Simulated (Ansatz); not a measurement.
# CrCuO2: the cost of one run

Computed with Ansatz 0.2.0 (DFT r²SCAN, scalar-relativistic, plane waves, PAW, unless a step's input says otherwise).

## (1) The structure to begin with

It takes space group R-3m (No. 166, trigonal). The conventional cell has a = 2.982 Å, b = 2.982 Å, c = 17.012 Å, α = 90.00°, β = 90.00°, γ = 120.00°. Cr (site symmetry -3m) is surrounded by 6 O at 1.99 Å. Around Cu (site symmetry -3m) lie 2 O at 1.84 Å. O (site symmetry 3m) is surrounded by 1 Cu at 1.84 Å and 3 Cr at 1.99 Å.

Coordinates:

```cif
data_structure
_symmetry_space_group_name_H-M 'P 1'
_symmetry_Int_Tables_number 1
_cell_length_a 5.9263
_cell_length_b 5.9263
_cell_length_c 5.9263
_cell_angle_alpha 29.140
_cell_angle_beta 29.140
_cell_angle_gamma 29.140
_cell_volume 43.66
loop_
_atom_site_label
_atom_site_type_symbol
_atom_site_fract_x
_atom_site_fract_y
_atom_site_fract_z
_atom_site_occupancy
Cr1 Cr 0.50000 0.50000 0.50000 1
Cu1 Cu 0.00000 0.00000 0.00000 1
O1 O 0.10796 0.10796 0.10796 1
O2 O 0.89204 0.89204 0.89204 1
```

This cell comes from an earlier session at r²SCAN: 10.915 Å³/atom at -0.05 GPa, on a 10×10×10 mesh.

## (2) Ferrimagnetic, in the cell as typed

input.yaml reads:

```yaml
crystal:
  lattice:
    - [1.4908251679, 0.860728312, 5.6707465971]
    - [-1.4908251679, 0.860728312, 5.6707465971]
    - [0.0, -1.721456624, 5.6707465971]
  atoms:
    - { symbol: Cr, position: [0.5, 0.5, 0.5], spin: 4.0 }
    - { symbol: Cu, position: [0.0, 0.0, 0.0], spin: -1.0 }
    - { symbol: O, position: [0.1079630435, 0.1079630435, 0.1079630435] }
    - { symbol: O, position: [0.8920369565, 0.8920369565, 0.8920369565] }
basis:
  ecutwfc: 500
  ecutrho_ratio: 4
kpoints:
  mp_grid: { grid: [10, 10, 10] }
hamiltonian:
  xc: r2scan
scf:
  occupations: { method: gaussian, width: 0.05 }
  lower_state_search: "off"
output:
  forces: true
  stress: true
  eigenvalues: true
  populations: true
magnetization:
  spin_polarized: true
```

Run with:

```sh
> ansatz run input.yaml --threads 4 --pin off --max-ram 10240MiB --backend cpu --events-out ev --progress --plain --runs-dir out
```

What time and memory should one allow on 4 threads of Intel Xeon Platinum 8488C (Sapphire Rapids), shared host?

About 15 s, with a peak of 0.74 GiB.
